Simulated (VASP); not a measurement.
# WS2 (R-3m) in VASP: a series of runs, part 2 of 2

VASP 6.6.1. The steps go on from the part before.

### Step 3. Single point, PBE

File INCAR:

```
  PREC = Accurate
  ENCUT = 520
  EDIFF = 1E-6
  ISMEAR = -1
  SIGMA = 0.02
  LREAL = False
  LASPH = True
  NELM = 100
  ALGO = Fast
  ISIF = 2
  LWAVE = False
  LCHARG = False
  GGA = PE
  NBANDS = 20
```

File KPOINTS:

```
regular mesh
0
Gamma
  6 6 6
```

File POSCAR:

```
WS2
1.0
    1.5985959938      0.9229498273      6.0871025276
   -1.5985959938      0.9229498273      6.0871025276
    0.0000000000     -1.8458996547      6.0871025276
W S
1 2
Direct
    0.0000000000      0.0000000000      0.0000000000
    0.2477300233      0.2477300233      0.2477300233
    0.7522699767      0.7522699767      0.7522699767
```

Potentials or basis: VASP PAW PBE potentials, release 64 (W_sv, S).

Run with:

```bash
> cat potpaw_PBE.64/W_sv/POTCAR potpaw_PBE.64/S/POTCAR > POTCAR
> mpirun -np 1 vasp_std > vasp.out
```

OUTCAR:

```text
PREC = Accurate
   ENCUT = 520
   EDIFF = 1E-6
   ISMEAR = -1
   LREAL = False
   LASPH = True
   NELM = 100
   ISIF = 2
   GGA = PE

 ion  position               nearest neighbor table
   1  0.000  0.000  0.000-   3 2.42   2 2.42   3 2.42   3 2.42   2 2.42   2 2.42
   2  0.248  0.248  0.248-   1 2.42   1 2.42   1 2.42
   3  0.752  0.752  0.752-   1 2.42   1 2.42   1 2.42

  LATTYP: Found a trigonal (rhomboedric) cell.
 ALAT       =     6.3608303480
 COS(alpha) =     0.8736777620

  Lattice vectors:

 A1 = (   1.5985959938,   0.9229498273,   6.0871025276)
 A2 = (  -1.5985959938,   0.9229498273,   6.0871025276)
 A3 = (   0.0000000000,  -1.8458996547,   6.0871025276)

Analysis of symmetry for initial positions (statically):
=====================================================================
 Subroutine PRICEL returns:
 Original cell was already a primitive cell.

 Routine SETGRP: Setting up the symmetry group for a
 trigonal (rhombohedral) supercell.

 Subroutine GETGRP returns: Found 12 space group operations
 (whereof 12 operations were pure point group operations)
 out of a pool of 12 trial point group operations.

The static configuration has the point symmetry D_3d.

Analysis of symmetry for dynamics (positions and initial velocities):
=====================================================================
 Subroutine PRICEL returns:
 Original cell was already a primitive cell.

 Routine SETGRP: Setting up the symmetry group for a
 trigonal (rhombohedral) supercell.

 Subroutine GETGRP returns: Found 12 space group operations
 (whereof 12 operations were pure point group operations)
 out of a pool of 12 trial point group operations.

The dynamic configuration has the point symmetry D_3d.

[... 107 lines left out ...]
   ISYM   =      2    0-nonsym 1-usesym 2-fastsym
   POTIM  = 0.5000    time-step for ionic-motion
   TEBEG  =    0.0;   TEEND  =   0.0 temperature during run
   PSTRESS=    0.0 pullay stress
   NELECT =      26.0000    total number of electrons
   NUPDOWN=      -1.0000    fix difference up-down
   EMIN   =  10.00;   EMAX   =-10.00  energy-range for DOS
   EFERMI =   0.00;   METHOD = LEGACY
   ISMEAR =    -1;   SIGMA  =   0.02  broadening in eV -4-tet -1-fermi 0-gaus
   EFERMI_NEDOS =   21; number of points for ismear=-14 and -15
   IALGO  =     68    algorithm
   IMIX   =      4    mixing-type and parameters
     AMIX     =   0.40;   BMIX     =  1.00
     AMIX_MAG =   1.60;   BMIX_MAG =  1.00
  volume/ion in A,a.u.               =      17.96       121.21
  Fermi-wavevector in a.u.,A,eV,Ry     =   1.284024  2.426453 22.432156  1.648717
  Thomas-Fermi vector in A             =   2.416242
   LORBIT       =      0    0 simple, 1 ext, 2 COOP (PROOUT), +10 PAW based schemes
   GGA     = PE    functional components
   LHFCALC =     F    Hartree Fock is set to
   AEXX    =    0.0000 exact exchange contribution
   IVDW    =     0    specifies the selected vdW correction
   LEPSILON=     F    determine dielectric tensor
   LRPA    =     F    only Hartree local field effects (RPA)
 non-spin polarized calculation
 RMM-DIIS sequential band-by-band and
  energy-cutoff  :      520.00
  volume of cell :       53.89
 maximum number of plane-waves:      1468
   NGX = 23   NGY = 23   NGZ = 23

 number of electron      26.0000000 magnetization

 Free energy of the ion-electron system (eV)
  ---------------------------------------------------
  ext. energy  EPLUGINS =         0.00000000
  ---------------------------------------------------
  free energy    TOTEN  =       -22.80333603 eV

  energy without entropy =      -22.80250186  energy(sigma->0) =      -22.80291894

 E-fermi :   7.3308     XC(G=0): -10.9135

 val. band max:        7.3085910322   @ k =   0.3333   0.3333   0.3333
 cond. band min:       7.3528277474   @ k =  -0.3333   0.5000   0.3333
 fundamental gap:      0.0442367152
 Fermi energy:         7.3307565998

 k-point     1 :       0.0000    0.0000    0.0000
  band No.  band energies     occupation
      1     -67.3990      2.00000
      2     -31.5465      2.00000
      3     -31.5465      2.00000
      4     -31.5284      2.00000
      5      -8.0958      2.00000
      6      -6.2010      2.00000
[... 541 lines left out ...]
     19      14.1621      0.00000
     20      15.5982      0.00000

 [... further k-points ...]
[... 5 lines left out ...]
  --------------------------------------------------------------------------------------
  -------------------------------------------------------------------------------------
  Total        0.8674424      0.8674424      1.3540268      0.0000000     -0.0000000      0.0000000
  in kB       25.7912597     25.7912597     40.2586451      0.0000000     -0.0000000      0.0000000
  external PRESSURE =      30.6137215 kB  Pullay stress =       0.0000000 kB

 VOLUME and BASIS-vectors are now :
 -----------------------------------------------------------------------------
  energy-cutoff  :      520.00
  volume of cell :       53.89
      direct lattice vectors                 reciprocal lattice vectors
     1.598595994  0.922949827  6.087102528     0.312774461  0.180580419  0.054760591
    -1.598595994  0.922949827  6.087102528    -0.312774461  0.180580419  0.054760591
     0.000000000 -1.845899655  6.087102528     0.000000000 -0.361160838  0.054760591

 POSITION                                       TOTAL-FORCE (eV/Angst)
 -----------------------------------------------------------------------------------
      0.00000      0.00000      0.00000         0.000000     -0.000000      0.000000
      0.00000     -0.00000      4.52387         0.000000      0.000000     -0.162543
      0.00000     -0.00000     13.73743         0.000000     -0.000000      0.162543
 -----------------------------------------------------------------------------------
    total drift:                               -0.000000     -0.000000      0.000000

  FREE ENERGIE OF THE ION-ELECTRON SYSTEM (eV)
  ---------------------------------------------------
  free  energy   TOTEN  =       -22.8033360255 eV

  energy  without entropy=      -22.8025018615  energy(sigma->0) =      -22.80291894
```

stdout:

```text
POSCAR found type information on POSCAR W S
 POSCAR found :  2 types and       3 ions
 scaLAPACK will be used
 LDA part: xc-table for (Slater+PW92), standard interpolation
 POSCAR, INCAR and KPOINTS ok, starting setup
 FFT: planning ... GRIDC
 FFT: planning ... GRID_SOFT
 FFT: planning ... GRID
 WAVECAR not read
 entering main loop
```

Wall time 62 s (1 thread of Intel Xeon 6975P-C (Granite Rapids), shared host); peak memory 0.32 GiB.

What came out:

| Property | Result |
| --- | --- |
| Free energy | -22.8033 eV |
| Pressure | 3.1 GPa |
| Largest force | 0.163 eV/Å |
| Band gap on the k mesh | none (metal or under the smearing width) |

Forces in eV/Å, atoms in the order of the input:
```
W    0.000  0.000  0.000
S    0.000  0.000 -0.163
S    0.000  0.000  0.163
```

Caveat: the k mesh is coarse (spacing up to 0.38 Å⁻¹), so the values aren't converged. Spin-orbit coupling is left out, which matters for the levels of W.
